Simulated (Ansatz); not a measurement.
# CaO (Fm-3m) in Ansatz: notebook

The runs below take CaO through relaxation of cell and atoms, with PBEsol.

Program: Ansatz 0.2.0. These are calculated values, not measurements. Logs are shortened: lines on timing, memory, paths and dates and some standing lists are left out, and cuts for length are marked.

### 1 The crystal as given

The structure is cubic, space group Fm-3m (No. 225). The conventional cell has a = 4.807 Å, b = 4.807 Å, c = 4.807 Å, α = 90.00°, β = 90.00°, γ = 90.00°. Ca (site symmetry m-3m) is surrounded by 6 O at 2.40 Å. Around O (site symmetry m-3m) lie 6 Ca at 2.40 Å.

The cell is a database's computed one.

### 2 Relaxation of cell and atoms, PBEsol

input.yaml

```yaml
crystal:
  lattice:
    - [0.0, 2.403555696, 2.403555696]
    - [2.403555696, 0.0, 2.403555696]
    - [2.403555696, 2.403555696, 0.0]
  atoms:
    - { symbol: Ca, position: [0.0, 0.0, 0.0] }
    - { symbol: O, position: [0.5, 0.5, 0.5] }
kpoints:
  mp_grid: { grid: [10, 10, 10] }
scf:
  occupations: { method: fermi_dirac, width: 0.05 }
hamiltonian:
  xc: pbesol
  pseudopotentials: { kind: all_electron, lapw: { basis_error: 0.001 } }
output:
  forces: true
  stress: true
relax:
  f_tol: 0.01
  max_steps: 60
  cell: {}
```

Potentials or basis: all-electron LAPW, scalar-relativistic.

Launch:

```console
$ ansatz run input.yaml --threads 1 --pin off --max-ram 3072MiB --backend cpu --events-out ev --progress --plain --runs-dir out
```

The log of the run:

```text
Warning: RAYON_NUM_THREADS=1 ignored (pool sized by the plan → 1); use --threads N
The last accepted step is kept in <dir> (removed where the run ends without a failure and the disk answers)
LAPW: plane waves up to 8.290 Å⁻¹, error target 1.0e-3 eV per atom; small_component_spin mean_spin; O in spheres of 1.126 Å, 6 of its electrons in bands, Dirac shells []; Ca in spheres of 1.205 Å, 18 of its electrons in bands, Dirac shells [] (how accurate: hamiltonian.pseudopotentials.lapw.basis_error, Limitations)
Engine: ansatz 0.2.0, aarch64-unknown-linux-gnu
Pseudopotentials: kind: all_electron
Pseudopotential: Ca, LAPW, valence charge 18, lapw/all_electron/scalar/gaussian/Ca, Koelling and Harmon's equation, gaussian nucleus
Pseudopotential: O, LAPW, valence charge 6, lapw/all_electron/scalar/gaussian/O, Koelling and Harmon's equation, gaussian nucleus
Functional definition: PBEsol
  exchange = pbesol_x
  correlation = pbesol_c
Crystal: 2 atoms, lattice volume = 27.771 Å³
Basis set: ecut = 261.8552880463586 eV, 283 PW (Γ), exchange–correlation at level 2
Bands: 16, of which v1, the nominal top of the filled ones, is band 12 counted from 1 (11 counted from 0)
Symmetry: 48 space group operations
Space group: Fm-3m (ITA 225), of the structure as read, at distance tolerance 3.0e-5 Å
k-points: 47 of 1000
Non-local potential: Ca, projectors of the file, none
Non-local potential: O, projectors of the file, none
Initial density: superposition of atomic densities (chi_scale 0.1, normalization cell, long waves kept (reshape's long-wave potential 0.00 eV rms))
Initial wavefunctions: plane waves of lowest kinetic energy (no species holds an atomic orbital)
Functional: x = pbesol(κ = 0.804, μ = 0.12345679012345678), c = pbesol(β = 0.046)
iter 1 solved again at ethr=1.00e-2 eV; its pass at ethr=1.00e-1 eV (dr2=2.41e0 eV) is discarded
SCF iter   1: F=—  HF=-20538.167865 eV  |F-HF|=—  |Δ(HF+E_count)|=         —  Δρ=7.99e-2  dr2=2.41e0  ethr=1.00e-2  ⟨swp⟩=2.0  Hψ=4799  notcnv=0
preconditioner: auto → none  [insulator: Δε(μ)=6.279 eV  Ē_g=19.069 eV  σ=0.050 eV  W_gap=1.00  n_scr=14 (ndim 8)  ℏωp=26.4 eV  f_vac=0.000  D(μ)=0.00/eV (n_scr^D=0)  ε∞_Penn≈2.9]
SCF iter   2: F=—  HF=-20537.622957 eV  |F-HF|=—  |Δ(HF+E_count)|=   5.45e-1  Δρ=4.26e-2  dr2=6.31e-1  ethr=1.00e-2  ⟨swp⟩=3.0  Hψ=2525  notcnv=0
SCF iter   3: F=—  HF=-20536.688493 eV  |F-HF|=—  |Δ(HF+E_count)|=   9.34e-1  Δρ=1.84e-2  dr2=1.29e-1  ethr=2.63e-3  ⟨swp⟩=3.0  Hψ=2624  notcnv=0
SCF iter   4: F=—  HF=-20536.684916 eV  |F-HF|=—  |Δ(HF+E_count)|=         —  Δρ=6.74e-3  dr2=1.85e-2  ethr=5.36e-4  ⟨swp⟩=2.1  Hψ=2473  notcnv=0
the basis was enlarged: its passes take 30.4 KiB over the memory plan, 1 of 1 planned eigensolver slots
SCF iter   5: F=—  HF=-20536.675450 eV  |F-HF|=—  |Δ(HF+E_count)|=   9.47e-3  Δρ=3.70e-3  dr2=5.57e-3  ethr=7.71e-5  ⟨swp⟩=2.0  Hψ=2407  notcnv=0
iter 6 solved again at ethr=3.69e-7 eV; its pass at ethr=2.32e-5 eV (dr2=8.85e-5 eV) is discarded
SCF iter   6: F=—  HF=-20536.672229 eV  |F-HF|=—  |Δ(HF+E_count)|=   3.22e-3  Δρ=4.68e-4  dr2=8.86e-5  ethr=3.69e-7  ⟨swp⟩=2.0  Hψ=3850  notcnv=0
SCF iter   7: F=—  HF=-20536.672170 eV  |F-HF|=—  |Δ(HF+E_count)|=   5.95e-5  Δρ=3.24e-5  dr2=4.02e-7  ethr=3.69e-7  ⟨swp⟩=2.0  Hψ=2314  notcnv=0
SCF iter   8: F=-20536.672169 eV  HF=-20536.672169 eV  |F-HF|=3.60e-10  |Δ(HF+E_count)|=   1.17e-6  Δρ=1.33e-6  dr2=3.87e-10  ethr=1.67e-9  ⟨swp⟩=2.6  Hψ=2348  notcnv=0
SCF 1 converged in 8 iterations: F = -20536.672169 eV  dr2 = 3.87e-10
relax step   1: F+E_penalty+E_count = -20536.67216861 eV  Δ(F+E_penalty+E_count) = +0.000e0 eV  max|allowed force component| = 1.512e-30 eV/Å  Δτ_max = 0.0000 Å  P = -2.730 GPa  Ω = 27.771 Å³  (8 SCF iters, accepted)
Crystal: 2 atoms, lattice volume = 26.975 Å³
Basis set: ecut = 266.97990652734603 eV, 283 PW (Γ), exchange–correlation at level 2
Initial density: handed on by an earlier stage of this run
Initial wavefunctions: those handed on with the density
iter 1 solved again at ethr=3.80e-7 eV; its pass at ethr=1.00e-1 eV (dr2=9.13e-5 eV) is discarded
SCF iter   1: F=—  HF=-20536.678007 eV  |F-HF|=—  |Δ(HF+E_count)|=         —  Δρ=4.88e-4  dr2=9.11e-5  ethr=3.80e-7  ⟨swp⟩=4.0  Hψ=4288  notcnv=0
preconditioner: auto → none  [insulator: Δε(μ)=3.526 eV  Ē_g=18.120 eV  σ=0.050 eV  W_gap=1.00  n_scr=14 (ndim 8)  ℏωp=26.8 eV  f_vac=0.017  D(μ)=0.00/eV (n_scr^D=0)  ε∞_Penn≈3.2]
iter 2 solved again at ethr=2.10e-8 eV; its pass at ethr=3.79e-7 eV (dr2=5.05e-6 eV) is discarded
SCF iter   2: F=—  HF=-20536.677992 eV  |F-HF|=—  |Δ(HF+E_count)|=   1.48e-5  Δρ=1.39e-4  dr2=5.04e-6  ethr=2.10e-8  ⟨swp⟩=2.0  Hψ=3822  notcnv=0
SCF iter   3: F=—  HF=-20536.677976 eV  |F-HF|=—  |Δ(HF+E_count)|=   1.63e-5  Δρ=1.28e-4  dr2=5.96e-6  ethr=2.10e-8  ⟨swp⟩=3.0  Hψ=2480  notcnv=0
SCF iter   4: F=—  HF=-20536.677975 eV  |F-HF|=—  |Δ(HF+E_count)|=   5.32e-7  Δρ=3.05e-5  dr2=3.17e-7  ethr=2.10e-8  ⟨swp⟩=2.0  Hψ=2303  notcnv=0
SCF iter   5: F=-20536.677975 eV  HF=-20536.677975 eV  |F-HF|=7.87e-9  |Δ(HF+E_count)|=   8.20e-8  Δρ=4.11e-6  dr2=4.20e-9  ethr=1.32e-9  ⟨swp⟩=2.0  Hψ=2303  notcnv=0
SCF 2 converged in 5 iterations: F = -20536.677975 eV  dr2 = 4.20e-9
relax step   2: F+E_penalty+E_count = -20536.67797530 eV  Δ(F+E_penalty+E_count) = -5.807e-3 eV  max|allowed force component| = 9.203e-31 eV/Å  Δτ_max = 0.0000 Å  P = +0.476 GPa  Ω = 26.975 Å³  (5 SCF iters, accepted)
Crystal: 2 atoms, lattice volume = 27.091 Å³
Basis set: ecut = 266.2224022533622 eV, 283 PW (Γ), exchange–correlation at level 2
iter 1 solved again at ethr=6.59e-9 eV; its pass at ethr=1.00e-1 eV (dr2=1.58e-6 eV) is discarded
SCF iter   1: F=—  HF=-20536.678139 eV  |F-HF|=—  |Δ(HF+E_count)|=         —  Δρ=6.41e-5  dr2=1.61e-6  ethr=6.59e-9  ⟨swp⟩=4.7  Hψ=4418  notcnv=0
preconditioner: auto → none  [insulator: Δε(μ)=3.542 eV  Ē_g=18.108 eV  σ=0.050 eV  W_gap=1.00  n_scr=14 (ndim 8)  ℏωp=26.7 eV  f_vac=0.017  D(μ)=0.00/eV (n_scr^D=0)  ε∞_Penn≈3.2]
iter 2 solved again at ethr=2.84e-10 eV; its pass at ethr=6.59e-9 eV (dr2=6.81e-8 eV) is discarded
SCF iter   2: F=—  HF=-20536.678139 eV  |F-HF|=—  |Δ(HF+E_count)|=   7.64e-7  Δρ=1.65e-5  dr2=6.80e-8  ethr=2.84e-10  ⟨swp⟩=2.0  Hψ=3817  notcnv=0
SCF iter   3: F=—  HF=-20536.678138 eV  |F-HF|=—  |Δ(HF+E_count)|=   2.69e-7  Δρ=1.72e-5  dr2=1.12e-7  ethr=2.83e-10  ⟨swp⟩=3.0  Hψ=2490  notcnv=0
SCF iter   4: F=-20536.678138 eV  HF=-20536.678138 eV  |F-HF|=2.87e-9  |Δ(HF+E_count)|=   2.10e-8  Δρ=4.74e-6  dr2=8.12e-9  ethr=2.83e-10  ⟨swp⟩=2.0  Hψ=2303  notcnv=0
SCF 3 converged in 4 iterations: F = -20536.678138 eV  dr2 = 8.12e-9
relax step   3: F+E_penalty+E_count = -20536.67813843 eV  Δ(F+E_penalty+E_count) = -1.631e-4 eV  max|allowed force component| = 4.142e-30 eV/Å  Δτ_max = 0.0000 Å  P = -0.021 GPa  Ω = 27.091 Å³  (4 SCF iters, accepted)
iter 1 solved again at ethr=3.31e-11 eV; its pass at ethr=1.00e-1 eV (dr2=7.94e-9 eV) is discarded
SCF iter   1: F=—  HF=-20536.678139 eV  |F-HF|=—  |Δ(HF+E_count)|=         —  Δρ=4.77e-6  dr2=8.21e-9  ethr=3.31e-11  ⟨swp⟩=4.1  Hψ=4136  notcnv=0
preconditioner: auto → none  [insulator: Δε(μ)=3.541 eV  Ē_g=18.107 eV  σ=0.050 eV  W_gap=1.00  n_scr=14 (ndim 8)  ℏωp=26.7 eV  f_vac=0.017  D(μ)=0.00/eV (n_scr^D=0)  ε∞_Penn≈3.2]
iter 2 solved again at ethr=1.00e-12 eV; its pass at ethr=3.31e-11 eV (dr2=2.28e-10 eV) is discarded
SCF iter   2: F=-20536.678139 eV  HF=-20536.678139 eV  |F-HF|=2.13e-9  |Δ(HF+E_count)|=   4.29e-7  Δρ=1.15e-6  dr2=2.28e-10  ethr=2.81e-12 (applied; sched 1.00e-12)  ⟨swp⟩=2.0  Hψ=4183  notcnv=0
SCF 4 converged in 2 iterations: F = -20536.678139 eV  dr2 = 2.28e-10
relax step   4: F+E_penalty+E_count = -20536.67813907 eV  Δ(F+E_penalty+E_count) = -6.417e-7 eV  max|allowed force component| = 6.377e-30 eV/Å  Δτ_max = 0.0000 Å  P = -0.020 GPa  Ω = 27.091 Å³  stress off target by 2.01e-2 GPa  SCF on the basis re-selected at this cell (its energy is not comparable with the rows above)  (2 SCF iters)
basis re-selected at this cell: Δ(F+E_penalty+E_count) = -6.417e-7 eV, ΔP = +0.000 GPa vs the last step (what re-selecting the basis moved, after the strain that the cell walked since its last selection, with what the two solves' SCF thresholds leave and, on support functions, any second-order correction that the steps lacked; it is no measure of the basis error at this ecutwfc). This SCF's stress stands 2.01e-2 GPa from its target on what of the cell is left free (relax.cell.stress_tol is 5.00e-2 GPa) and its largest allowed force component is 6.38e-30 eV/Å (relax.f_tol is 1.00e-2 eV/Å): within both
SCF converged after 2 iterations
Free energy (F): -20536.678139 eV
Harris-Foulkes:  -20536.678139 eV  (|F-HF|=2.13e-9)
Internal energy: -20536.678139 eV  (E = F + TS)
E sigma→0 (E₀):  -20536.678139 eV
Fermi energy:    10.072256 eV
--- Per-component energies (eV) ---
  E_band       = -2775.304560
  E_kinetic    = 20673.333012
  E_xc         = -1189.153499
  E_electrostatic = -40020.857653  (all electrons and nuclei)
  E_smearing   = -0.000000  (= −TS)
  E_closure    = 0.000000  (closes the sum)
  E_atoms      = -20523.264235  (free atoms, spherical and without spin; not in F)
  Σ components = -20536.678139   (vs F -20536.678139, Δ=0.00e0)
  Basis errors (estimates in eV, not in F): energy 4.5e-4 per atom: plane waves 4.2e-4 (2.3e-4 summed), levels above the bands 7.7e-42, relativity 7.2e-8, radial functions 3.5e-5, core shells 5.0e-7; eigenvalues (radial functions only) 4.6e-6; not estimated: angular momenta, meshes, grids; target (lapw.basis_error) 1.0e-3; muffin-tin radii O 1.117 Å, Ca 1.195 Å
--- Forces (eV/Å), atoms counted from 1 ---
  atom   1  Ca    -0.00000000     0.00000000     0.00000000
  atom   2  O      0.00000000     0.00000000     0.00000000
  max |Σ_I F_I| component: 6.18e-30 eV/Å
--- Stress (GPa, compression-positive) ---
       -0.020131      -0.000000      -0.000000
       -0.000000      -0.020131      -0.000000
       -0.000000      -0.000000      -0.020131
  P = ⅓ Tr σ = -0.0201 GPa (-0.201 kbar)
--- Relaxed structure (3 steps of the walk, 3 accepted, 1 SCFs on fresh bases) ---
  F+E_penalty+E_count = -20536.67813907 eV   max|allowed force component| = 6.377e-30 eV/Å   (the final SCF, on the basis selected at the relaxed cell)
  cell:  # Å, volume = 27.0905 Å³
    - [1.1873236906243153e-33, 2.3837602064902192, 2.3837602064902192]
    - [2.3837602064902192, -5.095372032895593e-35, 2.3837602064902192]
    - [2.3837602064902192, 2.3837602064902192, 2.7015672470310914e-34]
  atoms:
    - { symbol: Ca, position: [5.8426934733395256e-36, -1.2520057442881388e-36, -4.590687729052715e-36] }
    - { symbol: O, position: [0.49999999999999994, 0.49999999999999994, 0.49999999999999994] }
```

Wall time 14 s (1 thread of Arm Neoverse V2, shared host); peak memory 0.28 GiB.

What came out:

| Item | Value |
| --- | --- |
| Free energy | -20536.6781 eV |
| Relaxed volume | 13.55 Å³/atom |
| Relaxed cell | a = 3.371 Å, b = 3.371 Å, c = 3.371 Å, α = 60.00°, β = 60.00°, γ = 60.00° |
| Space group after relaxing (to 0.05 Å) | Fm-3m (No. 225) |
| Energy gained by relaxing | 3.0 meV/atom |
| Ionic steps | 4 |
| Pressure after relaxing | 0.0 GPa |
| Band gap on the k mesh | 3.54 eV |

Step by step:
```csv
step,energy change (eV),largest force (eV/Å),volume (Å³)
1,0.0000,0.0000,27.77
2,-0.0058,0.0000,26.98
3,-0.0060,0.0000,27.09
4,-0.0060,0.0000,27.09
```

Final structure:
```
CELL_PARAMETERS angstrom
0.00000 2.38376 2.38376
2.38376 0.00000 2.38376
2.38376 2.38376 0.00000
ATOMIC_POSITIONS crystal
Ca 0.00000 0.00000 0.00000
O 0.50000 0.50000 0.50000
```

A k mesh can miss the band edges.

### 3 Relaxation of cell and atoms, PBEsol, target pressure 5 GPa, at which the enthalpy is minimised

input.yaml: that of step 2 with these lines changed.

```diff
@@ -21,2 +21,2 @@
   max_steps: 60
-  cell: {}
+  cell: { p_target: 5 }
```

Potentials or basis: all-electron LAPW, scalar-relativistic.

Launch:

```console
$ ansatz run input.yaml --threads 1 --pin off --max-ram 3072MiB --backend cpu --events-out ev --progress --plain --runs-dir out
```

Run time: 16 s. Hardware: 1 thread of Arm Neoverse V2, shared host; peak memory 0.28 GiB.

It converged, with:

- Free energy: -20536.6623 eV
- Relaxed volume: 13.02 Å³/atom
- Relaxed cell: a = 3.327 Å, b = 3.327 Å, c = 3.327 Å, α = 60.00°, β = 60.00°, γ = 60.00°
- Space group after relaxing (to 0.05 Å): Fm-3m (No. 225)
- Energy change on relaxing (the enthalpy is what falls): +4.9 meV/atom
- Ionic steps: 5
- Pressure after relaxing: 5.0 GPa
- Band gap on the k mesh: 3.52 eV

The path:
```csv
step,energy change (eV),largest force (eV/Å),volume (Å³)
1,0.0000,0.0000,27.77
2,0.0285,0.0000,25.56
3,0.0083,0.0000,26.08
4,0.0099,0.0000,26.03
5,0.0099,0.0000,26.03
```

Final structure:
```cif
data_structure
_symmetry_space_group_name_H-M 'P 1'
_symmetry_Int_Tables_number 1
_cell_length_a 3.3267
_cell_length_b 3.3267
_cell_length_c 3.3267
_cell_angle_alpha 60.000
_cell_angle_beta 60.000
_cell_angle_gamma 60.000
_cell_volume 26.03
loop_
_atom_site_label
_atom_site_type_symbol
_atom_site_fract_x
_atom_site_fract_y
_atom_site_fract_z
_atom_site_occupancy
Ca1 Ca 0.00000 0.00000 0.00000 1
O1 O 0.50000 0.50000 0.50000 1
```

### 4 Relaxation of cell and atoms, PBEsol, target pressure 10 GPa, at which the enthalpy is minimised

input.yaml: that of step 3 with these lines changed.

```diff
@@ -21,2 +21,2 @@
   max_steps: 60
-  cell: { p_target: 5 }
+  cell: { p_target: 10 }
```

Launch:

```console
$ ansatz run input.yaml --threads 1 --pin off --max-ram 3072MiB --backend cpu --events-out ev --progress --plain --runs-dir out
```

Wall time 16 s (1 thread of Arm Neoverse V2, shared host); peak memory 0.28 GiB.

The run converged. Its results:

- Free energy: -20536.6221 eV
- Relaxed volume: 12.58 Å³/atom
- Relaxed cell: a = 3.289 Å, b = 3.289 Å, c = 3.289 Å, α = 60.00°, β = 60.00°, γ = 60.00°
- Space group after relaxing (to 0.05 Å): Fm-3m (No. 225)
- Energy change on relaxing (the enthalpy is what falls): +25.0 meV/atom
- Ionic steps: 5
- Pressure after relaxing: 10.0 GPa
- Band gap on the k mesh: 3.49 eV

Step by step:
| step | energy change (eV) | largest force (eV/Å) | volume (Å³) |
| --- | --- | --- | --- |
| 1 | 0.0000 | 0.0000 | 27.77 |
| 2 | 0.1306 | 0.0000 | 24.19 |
| 3 | 0.0409 | 0.0000 | 25.32 |
| 4 | 0.0501 | 0.0000 | 25.16 |
| 5 | 0.0501 | 0.0000 | 25.16 |

Final structure:
```yaml
crystal:
  lattice:
    - [0.00000, 2.32585, 2.32585]
    - [2.32585, 0.00000, 2.32585]
    - [2.32585, 2.32585, 0.00000]
  atoms:
    - { symbol: Ca, position: [0.00000, 0.00000, 0.00000] }
    - { symbol: O, position: [0.50000, 0.50000, 0.50000] }
```

### 5 The runs side by side

| cell | gap on the mesh (eV) | pressure (GPa) |
| --- | --- | --- |
| relaxed | 3.54 | 0.0 |
| relaxed to 5 GPa | 3.52 | 5.0 |
| relaxed to 10 GPa | 3.49 | 10.0 |

Alike in all rows: task relaxation of cell and atoms; level PBEsol; potentials or basis all-electron LAPW, scalar-relativistic; no spin polarisation; k mesh 10 × 10 × 10; smearing fermi-dirac 0.05 eV; basis error allowed 0.001 eV/atom.

Compare energies only between runs with the same functional and basis.
